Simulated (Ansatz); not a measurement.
# Si/ZnS/CoSi2: a contact from a semiconductor to a metal, part 4 of 5

Is Si/ZnS/CoSi2 a contact for electrons or for holes? The semiconductor is Si diamond(111), undoped, with its far face capped by hydrogen, and the metal is CoSi2 fluorite(111) turned by 180 degrees (type B), with ZnS zinc blende(111) between them (whole bilayers). After relaxation the nearest pair at the metal is Si–Zn at 2.46 Å, along the normal. The common net has a side of 3.854 Å, which strains the semiconductor by -0.4 %, the layer between by +0.0 % and the metal by +1.7 %, against typed lattice constants near PBE's. The first steps treat the bulk crystals alone.

Ansatz 0.2.0; PBE DFT, plane waves, PAW files (the session's first sound run).

So far. Step 4 (Relaxation): The largest force component on a free atom ends at 0.022 eV/Å. At one or more of this run's solves the program warned of density in the dipole ramp over its bound, where dipole, forces and levels can be off. Step 5 (The contact's transmission, atomic planes in the …): The semiconductor's channels close between -0.45 and +0.15 eV. In the worse lead the potential repeats within 37 meV, which the program flags as too much for a lead, so the lead is short or a field runs through it.

## (6) T(E) from the semiconductor into the metal, atomic planes in the barrier 6, gap between the electrodes 11.91 Å

Level of this step: PBE DFT, plane waves, PAW files; ballistic transmission by layer matching between semi-infinite leads (Ansatz).

System of this step: Si/ZnS/CoSi2. The cell holds 54 atoms: 38 Si, 3 S, 3 Zn, 9 Co and 1 H. Cell: a = 3.854 Å, b = 3.854 Å, c = 96.313 Å, α = 90.0°, β = 90.0°, γ = 120.0°. Regions: left electrode, 20 atoms (20 Si); barrier, 6 atoms (3 S and 3 Zn); right electrode, 27 atoms (18 Si and 9 Co). Vacuum lies along c.

A thicker layer between them.

input.yaml reads:

```yaml
crystal:
  lattice:
    - [3.854, 0.0, 0.0]
    - [-1.927, 3.3376619062, 0.0]
    - [0.0, 0.0, 96.3133884506]
  atoms:
    - { symbol: Si, position: [0.66666667, 0.33333333, 0.1609329736] }
    - { symbol: Si, position: [0.0, 0.0, 0.1691843054] }
    - { symbol: Si, position: [0.0, 0.0, 0.1937693333] }
    - { symbol: Si, position: [0.33333333, 0.66666667, 0.2020206652] }
    - { symbol: Si, position: [0.33333333, 0.66666667, 0.2266056931] }
    - { symbol: Si, position: [0.66666667, 0.33333333, 0.2348570249] }
    - { symbol: Si, position: [0.66666667, 0.33333333, 0.2594420528] }
    - { symbol: Si, position: [0.0, 0.0, 0.2676933847] }
    - { symbol: Si, position: [0.0, 0.0, 0.2922784126] }
    - { symbol: Si, position: [0.33333333, 0.66666667, 0.3005297444] }
    - { symbol: Si, position: [0.33333333, 0.66666667, 0.3251147723] }
    - { symbol: Si, position: [0.66666667, 0.33333333, 0.3333661042] }
    - { symbol: Si, position: [0.66666667, 0.33333333, 0.3579511321] }
    - { symbol: Si, position: [0.0, 0.0, 0.3662024639] }
    - { symbol: Si, position: [0.0, 0.0, 0.3907874918] }
    - { symbol: Si, position: [0.33333333, 0.66666667, 0.3990388237] }
    - { symbol: Si, position: [0.33333333, 0.66666667, 0.4236238516] }
    - { symbol: Si, position: [0.66666667, 0.33333333, 0.4318751834] }
    - { symbol: Si, position: [0.66666667, 0.33333333, 0.4563650834] }
    - { symbol: Si, position: [0.0, 0.0, 0.4635115795] }
    - { symbol: S, position: [0.0, 0.0, 0.4870003117] }
    - { symbol: Zn, position: [0.33333333, 0.66666667, 0.4957940328] }
    - { symbol: S, position: [0.33333333, 0.66666667, 0.5195532585] }
    - { symbol: Zn, position: [0.66666667, 0.33333333, 0.5285537292] }
    - { symbol: S, position: [0.66666667, 0.33333333, 0.552327028] }
    - { symbol: Zn, position: [0.0, 0.0, 0.5616354131] }
    - { symbol: Si, position: [0.0, 0.0, 0.587153237] }
    - { symbol: Co, position: [0.66666667, 0.33333333, 0.5935709716] }
    - { symbol: Si, position: [0.33333333, 0.66666667, 0.600567629] }
    - { symbol: Si, position: [0.66666667, 0.33333333, 0.6169624689] }
    - { symbol: Co, position: [0.33333333, 0.66666667, 0.6246446462] }
    - { symbol: Si, position: [0.0, 0.0, 0.6323268235] }
    - { symbol: Si, position: [0.33333333, 0.66666667, 0.6487216635] }
    - { symbol: Co, position: [0.0, 0.0, 0.6564038408] }
    - { symbol: Si, position: [0.66666667, 0.33333333, 0.664086018] }
    - { symbol: Si, position: [0.0, 0.0, 0.680480858] }
    - { symbol: Co, position: [0.66666667, 0.33333333, 0.6881630353] }
    - { symbol: Si, position: [0.33333333, 0.66666667, 0.6958452126] }
    - { symbol: Si, position: [0.66666667, 0.33333333, 0.7122400525] }
    - { symbol: Co, position: [0.33333333, 0.66666667, 0.7199222298] }
    - { symbol: Si, position: [0.0, 0.0, 0.7276044071] }
    - { symbol: Si, position: [0.33333333, 0.66666667, 0.743999247] }
    - { symbol: Co, position: [0.0, 0.0, 0.7516814243] }
    - { symbol: Si, position: [0.66666667, 0.33333333, 0.7593636016] }
    - { symbol: Si, position: [0.0, 0.0, 0.7757584415] }
    - { symbol: Co, position: [0.66666667, 0.33333333, 0.7834406188] }
    - { symbol: Si, position: [0.33333333, 0.66666667, 0.7911227961] }
    - { symbol: Si, position: [0.66666667, 0.33333333, 0.807517636] }
    - { symbol: Co, position: [0.33333333, 0.66666667, 0.8151998133] }
    - { symbol: Si, position: [0.0, 0.0, 0.8228819906] }
    - { symbol: Si, position: [0.33333333, 0.66666667, 0.8392768306] }
    - { symbol: Co, position: [0.0, 0.0, 0.8469590079] }
    - { symbol: Si, position: [0.66666667, 0.33333333, 0.8546411851] }
    - { symbol: H, position: [0.66666667, 0.33333333, 0.1453588149] }
kpoints:
  mp_grid: { grid: [8, 8, 1] }
scf:
  occupations: { method: fermi_dirac, width: 0.1 }
  max_iter: 150
hamiltonian:
  xc: pbe
efield:
  axis: 3
  dipole_correction: true
output:
  transmission:
    kmesh: [12, 12]
    e_range: [-2.5, 2.5]
    de: 0.05
    leads: [[8, 10], [39, 42]]
  dos: { projected: true, e_range: [-6, 5], de: 0.05 }
  write_potential: true
  write_density: true
  volumetric_format: npy
```

Run with:

```bash
ansatz run input.yaml --threads 8 --pin off --max-ram 24576MiB --backend cpu --events-out ev --progress --plain --runs-dir out
```

Numbers of over 12 decimals in the logs are rounded to 6 here.

Output:

```text
[...]
Crystal: 54 atoms, lattice volume = 1238.913 Å³
Basis set: ecut = 420 eV, 24297 PW (Γ)
Bands: 234, of which v1, the nominal top of the filled ones, is band 180 counted from 1 (179 counted from 0)
Symmetry: 6 space group operations
[...]
k-points: 10 of 64 (time reversal used)
[...]
SCF iter   1: F=—  HF=-82990.116266 eV  |F-HF|=—  |Δ(HF+E_count)|=         —  Δρ=5.78e-3  dr2=1.98e1  ethr=1.77e-3  p=-0.065 e·Å  D=-9.45e-3 V/Å  ΔV_dip=0.91 eV  dr2_dipole=9.76e0  V_vac-E_F(+/−)=4.58/3.67 eV  ⟨swp⟩=9.3  Hψ=12600  notcnv=0  defer=97
[...]
SCF iter  16: F=-82990.006656 eV  HF=-82990.006656 eV  |F-HF|=1.08e-7  |Δ(HF+E_count)|=   4.30e-7  Δρ=1.52e-6  dr2=7.07e-8  ethr=2.78e-11  p=-0.053 e·Å  D=-7.68e-3 V/Å  ΔV_dip=0.74 eV  dr2_dipole=1.76e-10  V_vac-E_F(+/−)=4.96/4.22 eV  ⟨swp⟩=18.6  Hψ=9698  notcnv=0
SCF 1 converged in 16 iterations: F = -82990.006656 eV  dr2 = 7.07e-8
[...]
transmission: 141 of 1387 steps passed
transmission: 287 of 1387 steps passed
[...]
transmission: 1387 of 1387 steps passed
[...]
SCF converged after 16 iterations
Free energy (F): -82990.006656 eV
[...]
Internal energy: -82989.591209 eV  (E = F + TS)
E sigma→0 (E₀):  -82989.798933 eV
Entropy (-TS):   -0.415447 eV (-7.693 meV/atom)
Fermi energy:    5.177534 eV
Dipole field:    D = -0.007669 V/Å  (p = -0.052508 e·Å, saw-weighted, corrected)
Work function:   Φ+ = 4.9570 eV   Φ− = 4.2184 eV
[...]
--- Band table (eV; the first three rows and the last of 10) ---
  k-point 0: bands = [... 176 lower, 6.1123, 6.2667, 6.3485, 6.4243, 6.4243, 6.4512, 6.4828, 6.5823, ... 50 higher]
  k-point 1: bands = [... 176 lower, 5.9219, 6.0560, 6.1135, 6.3370, 6.4235, 6.5415, 6.5909, 6.6694, ... 50 higher]
  k-point 2: bands = [... 176 lower, 5.1177, 5.1492, 5.4192, 5.4294, 5.7490, 5.7651, 5.8852, 6.0407, ... 50 higher]
  k-point 9: bands = [... 176 lower, 4.4590, 4.5820, 4.6673, 4.7038, 4.7223, 4.7448, 4.8213, 5.2334, ... 50 higher]
--- Transmission ---
  basis      : 121 plane waves across, 73 finite elements along
  points     : 19, standing for a mesh of 12 x 12
[...]
channels       : 0.000000e0 a spin
[...]
slowest decay  : 0.0924 /Å at (0.4167, 0.0000)
[...]
channels       : 1.270833e0 a spin
[...]
slowest decay  : 0.0906 /Å at (0.4167, 0.0833)
  junction   : crystal 0 to crystal 1, 29.73 to 67.81 Å
    transmission   : 0.000000e0 a spin
[...]
```

Elapsed: 4.2 min, on 8 threads of Arm Neoverse V2, shared host; peak memory 10 GiB; 31 min of CPU time.

This step gave:

| Item | Value |
| --- | --- |
| free energy | -82990.0067 eV |
| Fermi energy | 5.178 eV |
| potential step in the lower lead | 39.6 meV |
| potential step in the upper lead | 8.3 meV |
| work function, upper face | 4.957 eV |
| work function, lower face | 4.218 eV |
| dipole along the normal | -0.05251 e·Å |
| dipole field | -0.007669 V/Å |

One spin. Table of transmission, zone mean by energy, zero at the Fermi level:

| energy (eV) | transmission, zone mean |
| --- | --- |
| -2.50 | 0.117 |
| -2.40 | 0.166 |
| -2.35 | 0.123 |
| -2.25 | 0.0807 |
| -2.10 | 0.0521 |
| -1.95 | 0.0217 |
| -1.80 | 0.0196 |
| -1.70 | 0.00557 |
| -1.55 | 0.00450 |
| -1.40 | 0.00196 |
| -1.30 | 8.9e-4 |
| -1.15 | 6.4e-4 |
| -1.00 | 4.1e-4 |
| -0.90 | 4.3e-4 |
| -0.75 | 3.1e-4 |
| -0.60 | 2.0e-4 |
| -0.45 | 3.4e-10 |
| -0.35 | 0 |
| -0.20 | 0 |
| -0.05 | 0 |
| 0.00 | 0 |
| 0.05 | 0 |
| 0.20 | 0 |
| 0.35 | 1.7e-6 |
| 0.45 | 1.2e-4 |
| 0.60 | 2.3e-4 |
| 0.75 | 8.6e-4 |
| 0.90 | 5.8e-4 |
| 1.00 | 0.00156 |
| 1.15 | 0.00676 |
| 1.20 | 0.0593 |
| 1.30 | 0.00867 |
| 1.40 | 0.0156 |
| 1.55 | 0.0235 |
| 1.70 | 0.0753 |
| 1.80 | 0.108 |
| 1.85 | 0.154 |
| 1.95 | 0.113 |
| 2.10 | 0.127 |
| 2.25 | 0.162 |
| 2.35 | 0.290 |
| 2.50 | 0.433 |

One spin. Table of open channels, zone mean by energy, zero at the Fermi level:

| energy (eV) | lower lead | upper lead |
| --- | --- | --- |
| -2.50 | 1.72 | 1.31 |
| -2.35 | 1.55 | 1.23 |
| -2.25 | 1.55 | 1.23 |
| -2.10 | 1.42 | 1.42 |
| -1.95 | 1.30 | 1.41 |
| -1.80 | 1.34 | 1.92 |
| -1.70 | 1.22 | 1.67 |
| -1.55 | 0.938 | 2.10 |
| -1.40 | 0.729 | 1.32 |
| -1.30 | 0.604 | 1.40 |
| -1.15 | 0.521 | 1.72 |
| -1.00 | 0.312 | 1.63 |
| -0.90 | 0.312 | 1.63 |
| -0.75 | 0.146 | 1.88 |
| -0.60 | 0.146 | 1.94 |
| -0.45 | 0.0139 | 1.79 |
| -0.35 | 0 | 1.79 |
| -0.20 | 0 | 1.60 |
| -0.05 | 0 | 1.35 |
| 0.00 | 0 | 1.27 |
| 0.05 | 0 | 1.27 |
| 0.20 | 0.0417 | 1.15 |
| 0.35 | 0.208 | 0.979 |
| 0.45 | 0.292 | 0.979 |
| 0.60 | 0.333 | 0.903 |
| 0.75 | 0.583 | 0.736 |
| 0.90 | 0.75 | 0.639 |
| 1.00 | 0.833 | 0.597 |
| 1.15 | 1.03 | 0.556 |
| 1.30 | 1.36 | 0.556 |
| 1.40 | 1.40 | 0.528 |
| 1.55 | 1.69 | 0.799 |
| 1.70 | 1.99 | 0.840 |
| 1.80 | 2.15 | 0.924 |
| 1.95 | 2.24 | 1.26 |
| 2.10 | 2.24 | 1.42 |
| 2.25 | 2.03 | 1.63 |
| 2.35 | 1.78 | 1.96 |
| 2.50 | 1.87 | 1.83 |

Projected DOS an atom over height of the atomic layer and energy from the Fermi level. Layers: H Si Si Si Si Si Si Si Si Si Si Si Si Si Si Si Si Si Si Si Si S Zn S Zn S Zn Si Co Si Si Co Si Si Co Si Si Co Si Si Co Si Si Co Si Si Co Si Si Co Si Si Co Si; projections on atoms miss part of the total, and the computed bands can run out at the top of the range; a column is the mean of 4 neighbouring layers, the last of those left over.

Values in states/eV, 22 rows by 14 columns, each cell a mean:
```
0.06 0.05 0.06 0.07 0.07 0.02 0.04 0.06 0.05 0.05 0.05 0.05 0.06 0.06
0.24 0.26 0.27 0.26 0.29 0.11 0.18 0.26 0.26 0.27 0.26 0.25 0.32 0.32
0.39 0.43 0.40 0.40 0.38 0.19 0.30 0.50 0.54 0.54 0.52 0.54 0.53 0.48
0.61 0.69 0.71 0.61 0.50 0.25 0.29 0.32 0.32 0.31 0.32 0.29 0.25 0.24
0.49 0.55 0.55 0.65 0.69 0.38 0.39 0.29 0.29 0.28 0.26 0.33 0.41 0.37
0.50 0.56 0.54 0.50 0.51 0.33 0.27 0.51 0.57 0.58 0.57 0.56 0.46 0.33
0.45 0.68 0.67 0.66 0.58 0.37 0.14 0.31 0.38 0.39 0.43 0.38 0.35 0.48
0.20 0.34 0.35 0.43 0.55 0.39 0.13 0.17 0.13 0.12 0.12 0.12 0.16 0.51
0.08 0.19 0.21 0.23 0.35 0.35 0.16 0.26 0.16 0.14 0.16 0.14 0.15 0.36
0.01 0.03 0.05 0.09 0.18 0.18 0.11 0.30 0.23 0.26 0.29 0.26 0.27 0.52
0.00 0.00 0.00 0.01 0.07 0.07 0.14 0.62 0.47 0.45 0.56 0.46 0.48 1.01
0.07 0.10 0.10 0.06 0.02 0.01 0.18 1.03 0.75 0.74 1.07 0.74 0.67 1.16
0.18 0.29 0.28 0.22 0.11 0.02 0.13 1.68 0.86 0.87 1.55 0.87 0.93 2.46
0.40 0.59 0.53 0.49 0.27 0.06 0.28 2.17 1.26 1.26 2.28 1.25 1.26 1.91
0.53 0.65 0.64 0.63 0.55 0.18 0.55 1.11 0.63 0.61 1.00 0.64 0.61 1.29
0.59 0.67 0.69 0.67 0.69 0.40 0.60 0.69 0.54 0.55 0.74 0.55 0.54 0.87
0.54 0.68 0.70 0.76 0.74 0.65 0.62 0.62 0.57 0.57 0.71 0.55 0.61 0.68
0.47 0.62 0.58 0.58 0.65 0.80 0.55 0.94 0.94 0.96 1.09 0.95 0.93 0.62
0.55 0.49 0.53 0.53 0.59 0.86 0.40 0.63 0.54 0.53 0.54 0.55 0.50 0.32
0.25 0.23 0.25 0.32 0.36 0.71 0.29 0.37 0.39 0.40 0.38 0.40 0.37 0.21
0.10 0.15 0.14 0.14 0.25 0.66 0.39 0.26 0.26 0.26 0.24 0.25 0.29 0.16
0.13 0.19 0.17 0.17 0.23 0.53 0.42 0.24 0.27 0.28 0.24 0.28 0.27 0.17
```
Columns: height of the atomic layer (Å) from 16.1 to 81.9 (not evenly spaced); rows upwards: energy from the Fermi level (eV) from -6 to 5.

The semiconductor's channels close between -0.45 and +0.15 eV. In the worse lead the potential repeats within 40 meV, which the program flags as too much for a lead, so the lead is short or a field runs through it.

## (7) T(E) from the semiconductor into the metal, atomic planes in the barrier 8, gap between the electrodes 15.06 Å

System of this step: Si/ZnS/CoSi2. The cell holds 56 atoms: 38 Si, 4 S, 4 Zn, 9 Co and 1 H. Its edges and angles: a = 3.854 Å, b = 3.854 Å, c = 99.470 Å, α = 90.0°, β = 90.0°, γ = 120.0°. Regions: left electrode, 20 atoms (20 Si); barrier, 8 atoms (4 S and 4 Zn); right electrode, 27 atoms (18 Si and 9 Co). Vacuum lies along c.

A thicker layer between them.

input.yaml reads:

```yaml
crystal:
  lattice:
    - [3.854, 0.0, 0.0]
    - [-1.927, 3.3376619062, 0.0]
    - [0.0, 0.0, 99.46994124]
  atoms:
    - { symbol: Si, position: [0.66666667, 0.33333333, 0.1558259692] }
    - { symbol: Si, position: [0.0, 0.0, 0.1638154555] }
    - { symbol: Si, position: [0.0, 0.0, 0.1876203086] }
    - { symbol: Si, position: [0.33333333, 0.66666667, 0.1956097949] }
    - { symbol: Si, position: [0.33333333, 0.66666667, 0.219414648] }
    - { symbol: Si, position: [0.66666667, 0.33333333, 0.2274041343] }
    - { symbol: Si, position: [0.66666667, 0.33333333, 0.2512089874] }
    - { symbol: Si, position: [0.0, 0.0, 0.2591984737] }
    - { symbol: Si, position: [0.0, 0.0, 0.2830033268] }
    - { symbol: Si, position: [0.33333333, 0.66666667, 0.290992813] }
    - { symbol: Si, position: [0.33333333, 0.66666667, 0.3147976662] }
    - { symbol: Si, position: [0.66666667, 0.33333333, 0.3227871524] }
    - { symbol: Si, position: [0.66666667, 0.33333333, 0.3465920056] }
    - { symbol: Si, position: [0.0, 0.0, 0.3545814918] }
    - { symbol: Si, position: [0.0, 0.0, 0.378386345] }
    - { symbol: Si, position: [0.33333333, 0.66666667, 0.3863758312] }
    - { symbol: Si, position: [0.33333333, 0.66666667, 0.4101806844] }
    - { symbol: Si, position: [0.66666667, 0.33333333, 0.4181701706] }
    - { symbol: Si, position: [0.66666667, 0.33333333, 0.4418829146] }
    - { symbol: Si, position: [0.0, 0.0, 0.4488026257] }
    - { symbol: S, position: [0.0, 0.0, 0.4715459727] }
    - { symbol: Zn, position: [0.33333333, 0.66666667, 0.4800606361] }
    - { symbol: S, position: [0.33333333, 0.66666667, 0.5030658929] }
    - { symbol: Zn, position: [0.66666667, 0.33333333, 0.5117807451] }
    - { symbol: S, position: [0.66666667, 0.33333333, 0.5347996283] }
    - { symbol: Zn, position: [0.0, 0.0, 0.5435144804] }
    - { symbol: S, position: [0.0, 0.0, 0.5665333636] }
    - { symbol: Zn, position: [0.33333333, 0.66666667, 0.5755463588] }
    - { symbol: Si, position: [0.33333333, 0.66666667, 0.6002544069] }
    - { symbol: Co, position: [0.0, 0.0, 0.6064684828] }
    - { symbol: Si, position: [0.66666667, 0.33333333, 0.6132431102] }
    - { symbol: Si, position: [0.0, 0.0, 0.6291176806] }
    - { symbol: Co, position: [0.66666667, 0.33333333, 0.6365560737] }
    - { symbol: Si, position: [0.33333333, 0.66666667, 0.6439944668] }
    - { symbol: Si, position: [0.66666667, 0.33333333, 0.6598690372] }
    - { symbol: Co, position: [0.33333333, 0.66666667, 0.6673074303] }
    - { symbol: Si, position: [0.0, 0.0, 0.6747458234] }
    - { symbol: Si, position: [0.33333333, 0.66666667, 0.6906203939] }
    - { symbol: Co, position: [0.0, 0.0, 0.698058787] }
    - { symbol: Si, position: [0.66666667, 0.33333333, 0.7054971801] }
    - { symbol: Si, position: [0.0, 0.0, 0.7213717505] }
    - { symbol: Co, position: [0.66666667, 0.33333333, 0.7288101436] }
    - { symbol: Si, position: [0.33333333, 0.66666667, 0.7362485367] }
    - { symbol: Si, position: [0.66666667, 0.33333333, 0.7521231072] }
    - { symbol: Co, position: [0.33333333, 0.66666667, 0.7595615003] }
    - { symbol: Si, position: [0.0, 0.0, 0.7669998934] }
    - { symbol: Si, position: [0.33333333, 0.66666667, 0.7828744638] }
    - { symbol: Co, position: [0.0, 0.0, 0.7903128569] }
    - { symbol: Si, position: [0.66666667, 0.33333333, 0.79775125] }
    - { symbol: Si, position: [0.0, 0.0, 0.8136258204] }
    - { symbol: Co, position: [0.66666667, 0.33333333, 0.8210642135] }
    - { symbol: Si, position: [0.33333333, 0.66666667, 0.8285026067] }
    - { symbol: Si, position: [0.66666667, 0.33333333, 0.8443771771] }
    - { symbol: Co, position: [0.33333333, 0.66666667, 0.8518155702] }
    - { symbol: Si, position: [0.0, 0.0, 0.8592539633] }
    - { symbol: H, position: [0.66666667, 0.33333333, 0.1407460367] }
kpoints:
  mp_grid: { grid: [8, 8, 1] }
scf:
  occupations: { method: fermi_dirac, width: 0.1 }
  max_iter: 150
hamiltonian:
  xc: pbe
efield:
  axis: 3
  dipole_correction: true
output:
  transmission:
    kmesh: [12, 12]
    e_range: [-2.5, 2.5]
    de: 0.05
    leads: [[8, 10], [41, 44]]
  dos: { projected: true, e_range: [-6, 5], de: 0.05 }
  write_potential: true
  write_density: true
  volumetric_format: npy
```

Output:

```text
[...]
Crystal: 56 atoms, lattice volume = 1279.517 Å³
Basis set: ecut = 420 eV, 25089 PW (Γ)
Bands: 245, of which v1, the nominal top of the filled ones, is band 189 counted from 1 (188 counted from 0)
Symmetry: 6 space group operations
[...]
k-points: 10 of 64 (time reversal used)
[...]
points     : 19, standing for a mesh of 12 x 12
[...]
channels       : 0.000000e0 a spin
[...]
slowest decay  : 0.0923 /Å at (0.4167, 0.0000)
[...]
channels       : 1.270833e0 a spin
[...]
slowest decay  : 0.0902 /Å at (0.4167, 0.0833)
  junction   : crystal 0 to crystal 1, 29.73 to 70.97 Å
    transmission   : 0.000000e0 a spin
[...]
[key lines of the parts left out:]
SCF converged after 19 iterations
Free energy (F): -87212.693454 eV
Fermi energy:    5.248006 eV
Dipole field:    D = -0.007513 V/Å  (p = -0.053126 e·Å, saw-weighted, corrected)
Work function:   Φ+ = 4.9632 eV   Φ− = 4.2158 eV
```

Elapsed: 4.7 min, on 8 threads; peak memory 11 GiB; 35 min of CPU time.

One spin. The transmission, zone mean by energy, zero at the Fermi level:

| energy (eV) | transmission, zone mean |
| --- | --- |
| -2.400 | 0.0266 |
| -2.300 | 0.0680 |
| -2.200 | 0.0517 |
| -2.000 | 0.0121 |
| -1.800 | 0.00493 |
| -1.600 | 0.00117 |
| -1.400 | 5.4e-4 |
| -1.200 | 2.0e-4 |
| -1.000 | 1.4e-4 |
| -0.800 | 1.2e-4 |
| -0.600 | 8.6e-5 |
| -0.400 | 0 |
| -0.200 | 0 |
| 0.000 | 0 |
| 0.200 | 0 |
| 0.400 | 2.1e-5 |
| 0.600 | 9.5e-6 |
| 0.800 | 4.9e-5 |
| 1.000 | 0.0104 |
| 1.200 | 0.00181 |
| 1.400 | 0.00267 |
| 1.600 | 0.0523 |
| 1.800 | 0.118 |
| 2.000 | 0.115 |
| 2.200 | 0.136 |
| 2.400 | 0.267 |

The semiconductor's channels close between -0.45 and +0.15 eV. In the worse lead the potential repeats within 40 meV, which the program flags as too much for a lead, so the lead is short or a field runs through it.

## (8) Side by side

Times are for 8 threads of Arm Neoverse V2, shared host. The runs compared:

| no. | gap between the electrodes (Å) | potential step in the lower lead (meV) | time | memory (GiB) |
| --- | --- | --- | --- | --- |
| 1 | 8.75 | 37 | 3.2 min | 9.7 |
| 2 | 11.91 | 39.6 | 4.2 min | 10 |
| 3 | 15.06 | 40.1 | 4.7 min | 11 |

The runs together. Table of transmission, zone mean by energy, zero at the Fermi level:

| energy (eV) | 8.75 | 11.91 | 15.06 |
| --- | --- | --- | --- |
| -2.400 | 0.181 | 0.166 | 0.0266 |
| -2.300 | 0.197 | 0.126 | 0.0680 |
| -2.200 | 0.131 | 0.101 | 0.0517 |
| -2.000 | 0.0254 | 0.0206 | 0.0121 |
| -1.800 | 0.0250 | 0.0196 | 0.00493 |
| -1.600 | 0.0103 | 0.00297 | 0.00117 |
| -1.400 | 0.00907 | 0.00196 | 5.4e-4 |
| -1.200 | 0.00363 | 7.4e-4 | 2.0e-4 |
| -1.000 | 0.00152 | 4.1e-4 | 1.4e-4 |
| -0.800 | 0.00100 | 3.2e-4 | 1.2e-4 |
| -0.600 | 5.4e-4 | 2.0e-4 | 8.6e-5 |
| -0.400 | 0 | 0 | 0 |
| -0.200 | 0 | 0 | 0 |
| 0.000 | 0 | 0 | 0 |
| 0.200 | 0 | 0 | 0 |
| 0.400 | 4.3e-4 | 2.3e-5 | 2.1e-5 |
| 0.600 | 6.4e-4 | 2.3e-4 | 9.5e-6 |
| 0.800 | 0.00310 | 5.5e-4 | 4.9e-5 |
| 1.000 | 0.00247 | 0.00156 | 0.0104 |
| 1.200 | 0.0213 | 0.0593 | 0.00181 |
| 1.400 | 0.0364 | 0.0156 | 0.00267 |
| 1.600 | 0.0579 | 0.0727 | 0.0523 |
| 1.800 | 0.183 | 0.108 | 0.118 |
| 2.000 | 0.223 | 0.127 | 0.115 |
| 2.200 | 0.289 | 0.168 | 0.136 |
| 2.400 | 0.359 | 0.338 | 0.267 |
| 2.450 | 0.432 | 0.403 | 0.325 |

[end of part 4 of 5]

[Logs are printed without paths, hosts, clocks, repeated set-up lines and the standing remarks that a program may print on its own settings, such as how far it seeks lower states.]

[Hosts, paths, dates, database ids (printed as entryN), source tags and the programs' standing remarks are cut or masked in the printed files.]
